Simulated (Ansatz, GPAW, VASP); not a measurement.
# Ge: 3 runs at one level of theory

```
Ge
1.0
     0.00000    2.82891    2.82891
     2.82891    0.00000    2.82891
     2.82891    2.82891    0.00000
Ge
2
Direct
  0.75000 0.75000 0.75000
  0.50000 0.50000 0.50000
```

Alike in all runs: task single point; functional PBE; k mesh 8 × 8 × 8; occupations gaussian, width 0.016 eV; no spin polarisation; no spin-orbit coupling. Pressure is positive in compression and, in plane waves, holds the error of the finite cutoff.

| program and potentials | plane-wave cutoff (eV) | notes | band gap (eV) | pressure (GPa) |
| --- | --- | --- | --- | --- |
| VASP, PBE PAW files Ge_d, 520 eV | 520 | 14 valence electrons an atom on average | 0.03 | 3.45 |
| Ansatz, all-electron LAPW, scalar-relativistic | - | - | 0.04 | 3.56 |
| GPAW, GPAW PAW data sets (gpaw-data 1.2.1) | 600 | 4 valence electrons an atom on average | 0.09 | 3.84 |

The band gap spans 0.03 (VASP, PBE PAW files Ge_d, 520 eV) to 0.09 eV (GPAW, GPAW PAW data sets (gpaw-data 1.2.1)), with all-electron results at 0.04. The pressure spans 3.45 (VASP, PBE PAW files Ge_d, 520 eV) to 3.84 GPa (GPAW, GPAW PAW data sets (gpaw-data 1.2.1)), with all-electron results at 3.56.

Differences between rows come from potentials, basis sets and numerical settings, since the functional is the same but for its coding. Runs on potential files found faulty are left out.

All three runs make germanium almost gapless, whereas the real crystal is a semiconductor with a clear indirect gap. The main cause is the semilocal functional, whose Kohn-Sham gap lacks the derivative discontinuity and places the antibonding, s-like conduction state at Γ too low. The positive pressures have a separate origin: the cell is close to the experimental one, while PBE underbinds germanium and favours a larger volume. Relaxation would therefore lower that s-like state further and probably close what gap remains. Spin-orbit coupling would act in the same direction by raising the top of the p-like valence band.

The VASP set, with 3d electrons in the valence, lies closer to the all-electron result in both quantities than the four-electron GPAW set. A frozen 3d shell cannot mix with the valence p states and push them upwards, which may explain part of GPAW's larger gap, though other differences between the data sets could contribute. The agreement between codes supports the PBE description's reproducibility, not a prediction that germanium is nearly metallic.
